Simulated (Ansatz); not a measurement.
A plane-wave DFT run in Ansatz 0.2.0 (scalar-relativistic PAW potentials unless the input names others): input and command.

```yaml
crystal:
  lattice:
    - [11.2, 0.0, 0.0]
    - [0.0, 9.3, 0.0]
    - [0.0, 0.0, 2.583626097]
  atoms:
    - { symbol: Rh, position: [0.4020694286, 0.5, 0.0], spin: 1.5 }
    - { symbol: Rh, position: [0.5979305714, 0.5, 0.5], spin: 1.5 }
basis:
  ecutwfc: 420
kpoints:
  mp_grid: { grid: [1, 1, 17] }
hamiltonian:
  xc: rpbe
scf:
  occupations: { method: gaussian, width: 0.05 }
output:
  forces: true
  eigenvalues: true
  stress: true
magnetization:
  spin_polarized: true
relax:
  adjacent_minimum: "off"
  f_tol: 0.01
  max_steps: 45
  cell: { fix: [a, b, alpha, beta, gamma], stress_tol: 0.03 }
```

```bash
ansatz run input.yaml --threads 2 --pin off --max-ram 5120MiB --backend cpu --events-out ev --progress --plain --runs-dir out
```

Abridged log:
```
Basis set: ecut = 420 eV, 5303 PW (Γ), exchange–correlation on 150×128×36 points (8 copies of the dense FFT grid, shifted against one another)
Bands: 23, of which v1, the nominal top of the filled ones, is band 17 counted from 1 (16 counted from 0)
Symmetry: 8 space group operations
k-points: 9 of 17
SCF iter   1: F=—  HF=-12816.810751 eV  |F-HF|=—  |Δ(HF+E_count)|=         —  Δρ=1.20e-2 (↑9.14e-3 ↓1.20e-2) dr2=2.15e0  dr2_m=4.09e-2  M=2.938 μB ∫|m|=2.947 μB  β_m=0.30  ethr=3.10e-3  ⟨swp⟩=6.7  Hψ=1982  notcnv=0
Mixer restart at iter 1: flushing history
spin=Collinear: LDOS preconditioning applied to the charge; magnetization (m = ρ↑ − ρ↓) channel mixes plain (no charge-response kernel on spin).
SCF iter   2: F=—  HF=-12816.261710 eV  |F-HF|=—  |Δ(HF+E_count)|=   5.49e-1  Δρ=6.81e-3 (↑5.28e-3 ↓6.81e-3) dr2=3.69e-1  dr2_m=2.40e-2  M=2.941 μB ∫|m|=2.948 μB  β_m=0.39  ethr=3.10e-3  ⟨swp⟩=2.1  Hψ=809  notcnv=0  defer=20
SCF iter   3: F=—  HF=-12816.208351 eV  |F-HF|=—  |Δ(HF+E_count)|=   5.34e-2  Δρ=3.12e-3 (↑2.80e-3 ↓3.12e-3) dr2=4.27e-2  dr2_m=8.40e-3  M=2.943 μB ∫|m|=2.952 μB  β_m=0.57  ethr=1.09e-3  ⟨swp⟩=2.4  Hψ=648  notcnv=0  defer=20
SCF iter   4: F=—  HF=-12816.233709 eV  |F-HF|=—  |Δ(HF+E_count)|=         —  Δρ=7.09e-4 (↑6.72e-4 ↓7.09e-4) dr2=1.94e-3  dr2_m=6.47e-4  M=2.961 μB ∫|m|=2.978 μB  β_m=0.57  ethr=1.26e-4  ⟨swp⟩=2.4  Hψ=710  notcnv=0  defer=18
SCF iter   5: F=—  HF=-12816.236503 eV  |F-HF|=—  |Δ(HF+E_count)|=   2.79e-3  Δρ=3.51e-4 (↑3.51e-4 ↓3.16e-4) dr2=3.50e-4  dr2_m=1.68e-4  M=2.970 μB ∫|m|=2.991 μB  β_m=0.79  ethr=5.70e-6  ⟨swp⟩=2.0  Hψ=675  notcnv=0  defer=18
SCF iter   6: F=—  HF=-12816.237553 eV  |F-HF|=—  |Δ(HF+E_count)|=   1.05e-3  Δρ=1.03e-4 (↑8.35e-5 ↓1.03e-4) dr2=3.69e-5  dr2_m=1.45e-5  M=2.984 μB ∫|m|=3.007 μB  β_m=0.89  ethr=1.03e-6  ⟨swp⟩=2.5  Hψ=732  notcnv=0  defer=18
SCF iter   7: F=—  HF=-12816.237574 eV  |F-HF|=—  |Δ(HF+E_count)|=   2.10e-5  Δρ=5.25e-5 (↑2.70e-5 ↓5.25e-5) dr2=7.42e-6  dr2_m=1.97e-6  M=2.989 μB ∫|m|=3.012 μB  β_m=0.94  ethr=1.09e-7  ⟨swp⟩=2.1  Hψ=719  notcnv=0  defer=18
SCF iter   8: F=—  HF=-12816.237584 eV  |F-HF|=—  |Δ(HF+E_count)|=   9.88e-6  Δρ=3.35e-5 (↑2.34e-5 ↓3.35e-5) dr2=8.17e-6  dr2_m=7.62e-7  M=2.992 μB ∫|m|=3.015 μB  β_m=0.87  ethr=2.18e-8  ⟨swp⟩=2.3  Hψ=740  notcnv=0  defer=18
   ...
SCF iter   6: F=-12816.247505 eV  HF=-12816.247505 eV  |F-HF|=1.02e-8  |Δ(HF+E_count)|=   1.79e-7  Δρ=2.13e-6 (↑1.30e-6 ↓2.13e-6) dr2=1.29e-8  dr2_m=2.83e-9  M=3.002 μB ∫|m|=3.026 μB  ethr=4.06e-10  ⟨swp⟩=3.4  Hψ=1653  notcnv=0
SCF 3 converged in 6 iterations: F = -12816.247505 eV  dr2 = 1.29e-8
relax step   3: F+E_penalty+E_count = -12816.24750513 eV  Δ(F+E_penalty+E_count) = -1.053e-3 eV  max|allowed force component| = 9.805e-3 eV/Å  Δτ_max = 0.0072 Å  P = -0.017 GPa  Ω = 267.924 Å³  energy of the carried Pulay correction = +9.418e-5 eV  fix = [a, b, alpha, beta, gamma]  reactions: a -0.019, b -0.011 GPa (6 SCF iters, dr2 threshold 2.00e-7 eV, accepted)
Initial wavefunctions: pseudopotential atomic-orbital guess (no wavefunctions were taken with the density)
SCF iter   1: F=—  HF=-12816.247374 eV  |F-HF|=—  |Δ(HF+E_count)|=         —  Δρ=5.44e-6 (↑4.41e-6 ↓5.44e-6) dr2=7.36e-8  dr2_m=6.85e-9  M=3.002 μB ∫|m|=3.025 μB  β_m=0.65  ethr=8.46e-7  ⟨swp⟩=3.1  Hψ=3004  notcnv=0
spin=Collinear: LDOS preconditioning applied to the charge; magnetization (m = ρ↑ − ρ↓) channel mixes plain (no charge-response kernel on spin).
SCF iter   2: F=—  HF=-12816.247397 eV  |F-HF|=—  |Δ(HF+E_count)|=   2.37e-5  Δρ=1.83e-6 (↑1.23e-6 ↓1.83e-6) dr2=5.57e-9  dr2_m=2.21e-9  M=3.002 μB ∫|m|=3.026 μB  β_m=0.47  ethr=2.16e-10  ⟨swp⟩=3.0  Hψ=880  notcnv=0
SCF iter   3: F=—  HF=-12816.247397 eV  |F-HF|=—  |Δ(HF+E_count)|=   3.39e-9  Δρ=1.16e-6 (↑7.78e-7 ↓1.16e-6) dr2=1.68e-9  dr2_m=1.13e-9  M=3.002 μB ∫|m|=3.026 μB  β_m=0.73  ethr=1.64e-11  ⟨swp⟩=2.0  Hψ=575  notcnv=0
SCF iter   4: F=—  HF=-12816.247397 eV  |F-HF|=—  |Δ(HF+E_count)|=   3.87e-9  Δρ=4.88e-7 (↑1.66e-7 ↓4.88e-7) dr2=4.89e-10  dr2_m=1.82e-10  M=3.002 μB ∫|m|=3.026 μB  β_m=0.83  ethr=4.93e-12  ⟨swp⟩=2.6  Hψ=768  notcnv=0
SCF iter   5: F=—  HF=-12816.247397 eV  |F-HF|=—  |Δ(HF+E_count)|=   1.37e-8  Δρ=1.03e-7 (↑6.51e-8 ↓1.03e-7) dr2=4.70e-11  dr2_m=7.66e-12  M=3.002 μB ∫|m|=3.026 μB  β_m=0.92  ethr=1.44e-12  ⟨swp⟩=2.8  Hψ=751  notcnv=0
SCF iter   6: F=—  HF=-12816.247397 eV  |F-HF|=—  |Δ(HF+E_count)|=  6.93e-10  Δρ=4.60e-8 (↑3.75e-8 ↓4.60e-8) dr2=3.13e-11  dr2_m=5.72e-13  M=3.002 μB ∫|m|=3.026 μB  β_m=0.75  ethr=1.00e-12  ⟨swp⟩=2.0  Hψ=544  notcnv=0
SCF iter   7: F=-12816.247397 eV  HF=-12816.247397 eV  |F-HF|=7.28e-12  |Δ(HF+E_count)|=  1.82e-12  Δρ=1.41e-8 (↑9.92e-9 ↓1.41e-8) dr2=7.99e-13  dr2_m=1.74e-13  M=3.002 μB ∫|m|=3.026 μB  ethr=1.00e-12  ⟨swp⟩=5.1  Hψ=1786  notcnv=0
SCF 4 converged in 7 iterations: F = -12816.247397 eV  dr2 = 7.99e-13
SCF converged after 7 iterations
Magnetization: 3.0020 μB (18.5010 up, 15.4990 down)
Absolute magnetization: 3.0256 μB (∫|ρ↑−ρ↓|, with the PAW one-centre terms)
Spin contamination: 0.0092 ħ² per cell (⟨S²⟩ above its minimum at these occupations)
Per-site moments (μB) at R_I (Å): [(1.24856150, 1.03563254), (1.24856150, 1.03563254)]
Free energy (F): -12816.247397 eV
Harris-Foulkes:  -12816.247397 eV  (|F-HF|=7.28e-12)
Internal energy: -12816.242240 eV  (E = F + TS)
E sigma→0 (E₀):  -12816.244819 eV
Entropy (-TS):   -0.005157 eV (-2.579 meV/atom)
Fermi energy:    -1.670081 eV
--- Forces (eV/Å), atoms counted from 1 ---
  atom   1  Rh     0.00983319     0.00000000     0.00000000
  atom   2  Rh    -0.00983319     0.00000000     0.00000000
--- Stress (GPa, compression-positive) ---
       -0.018013       0.000000       0.000000
        0.000000      -0.014001       0.000000
        0.000000       0.000000      -0.017786
  P = ⅓ Tr σ = -0.0166 GPa (-0.166 kbar)
--- Relaxed structure (3 steps of the walk, 3 accepted, 1 SCFs on fresh bases) ---
  F+E_penalty+E_count = -12816.24739742 eV   max|allowed force component| = 9.833e-3 eV/Å   (the final SCF, on the basis selected at the relaxed cell)
  cell:  # Å, volume = 267.9243 Å³
    - [11.2, 0.0, 0.0]
    - [0.0, 9.3, 0.0]
    - [0.0, 0.0, 2.57223771]
  atoms:
    - { symbol: Rh, position: [0.40374175, 0.5, 0.0] }
    - { symbol: Rh, position: [0.59625824, 0.5, 0.5] }
```

Apart from outputs and empty bands, the input differs from a reference run on usual settings in kpoints.mp_grid.grid: [1, 1, 25] → [1, 1, 17]; hamiltonian.xc: "pbe" → "rpbe". The reference, at the same start, ended its own course with a relaxed volume of 132.24 Å³/atom, pressure 0.00 GPa (averaged over a cell that holds vacuum), largest force 0.001 eV/Å, no gap on the mesh. This run converged in 31 SCF iterations over all its steps (reference: 48) with a total energy on another zero, a relaxed volume of 133.96 Å³/atom, pressure -0.02 GPa (averaged over a cell that holds vacuum), largest force 0.010 eV/Å, no gap on the mesh. Its k mesh is looser than usual. The Hamiltonian differs as well, so the change in the result can't be put down to that alone.

Time: 18 s on 2 threads of AMD EPYC 7R13 Processor (Zen 3) (shared host), peak memory 0.54 GiB.